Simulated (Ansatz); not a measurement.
**MoP (P-6m2): electronic heat capacity and spin susceptibility from the density of states**

Theory: DFT r2SCAN, scalar-relativistic, plane waves, PAW in Ansatz 0.2.0.

Plane waves to 500 eV, a k mesh through Γ of 18×18×14 on the computed 2-atom cell and Gaussian smearing (0.10 eV); no spin polarisation.

Relaxed cell: P-6m2, a = 3.235 Å, b = 3.235 Å, c = 3.182 Å, α = 90.00°, β = 90.00°, γ = 120.00°, 2 atoms in the primitive cell. Whether it is the stable form of this composition wasn't checked.

The density of states at the Fermi level is 0.729 states/eV in the cell of 2 atoms (1 formula unit; both spins, tetrahedra on a 27×27×21 mesh).

What Sommerfeld coefficient and Pauli susceptibility does this give?

Per formula unit N(E_F) = 0.729 states/eV. γ = (π²/3) k_B² N(E_F) N_A = 2.357 mJ/(mol K²) per state/eV, so γ = 1.7 mJ/(mol K²), a mole of formula units. χ_P = μ_B² N(E_F) N_A = 3.23×10⁻⁵ emu/mol per state/eV gives 2.4×10⁻⁵ emu/mol. This is the bare band result: a measured γ of the same phase is as a rule larger by a factor 1 + λ from phonons and spin fluctuations, the spin part of χ is larger by the Stoner factor, and a measured χ also holds orbital and core terms. N(E_F) at one energy is sensitive to the mesh where the density of states has sharp peaks.

Cost: 1 run of about 1.4 core-minutes, on Intel Xeon Platinum 8259CL (Skylake/Cascade Lake) (shared hosts).